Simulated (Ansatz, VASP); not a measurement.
# C in VASP and in Ansatz

The input INCAR:

```
SYSTEM = C
ALGO = Normal ; EDIFF = 1E-7
ENCUT = 520 ; GGA = PE
ISIF = 2 ; ISMEAR = 0
LASPH = .TRUE. ; LCHARG = .TRUE.
LELF = .TRUE. ; LREAL = .FALSE.
LVHAR = .TRUE. ; LWAVE = .FALSE.
NBANDS = 11 ; NELM = 60
PREC = Accurate ; SIGMA = 0.05
```

Contents of KPOINTS:

```
k-points
0
G
  12 12 12
  0 0 0
```

Contents of POSCAR:

```
C
1.0
    0.0000000000      1.8614237500      1.8614237500
    1.7834000000      0.0780237500      1.7834000000
    1.7834000000      1.7834000000      0.0780237500
C
2
Direct
    0.5000000000      0.5000000000      0.5000000000
    0.7500000000      0.7500000000      0.7500000000
```

Input for Ansatz:

```yaml
crystal:
  lattice:
    - [0.0, 1.86142375, 1.86142375]
    - [1.7834, 0.07802375, 1.7834]
    - [1.7834, 1.7834, 0.07802375]
  atoms:
    - { symbol: C, position: [0.5, 0.5, 0.5] }
    - { symbol: C, position: [0.75, 0.75, 0.75] }
basis:
  ecutwfc: 420
kpoints:
  mp_grid: { grid: [12, 12, 12] }
hamiltonian:
  xc: pbe
scf:
  occupations: { method: gaussian, width: 0.05 }
output:
  forces: true
  stress: true
  eigenvalues: true
  write_density: true
  write_potential: true
  elf: true
  volumetric_format: npy
```

Change from the starting cell: strain +0.0875 x Voigt [0, 0, 0, 1, 0, 0], atoms carried along.

Alike in both runs: task single point; functional PBE; k mesh 12 × 12 × 12; occupations gaussian, width 0.05 eV; no spin polarisation.

```csv
,VASP,Ansatz
version,VASP 6.6.1,Ansatz 0.2.0
potentials or method,"VASP PAW PBE potentials, release 64 (C)","scalar-relativistic, plane waves, PAW"
plane-wave cutoff (eV),520,420
valence electrons in the cell,8,8
```

Ansatz gave:

* gap on the k mesh at the Fermi level (eV): 3.10
* least direct gap on the mesh (eV): 4.24
* pressure (GPa): 5.8
* largest component of the traceless stress (GPa): 49.89
* rms of the force components (eV/Å): 0.154

**Question.** What did VASP give for the same quantities?

**Answer.** gap on the k mesh at the Fermi level (eV): 3.09; least direct gap on the mesh (eV): 4.24; pressure (GPa): 6.6; largest component of the traceless stress (GPa): 50.21; rms of the force components (eV/Å): 0.168.

Atom by atom the forces differ by 0.014 eV/Å (rms over components). With one functional, cell and mesh, what is left measures potentials, basis and numerics.
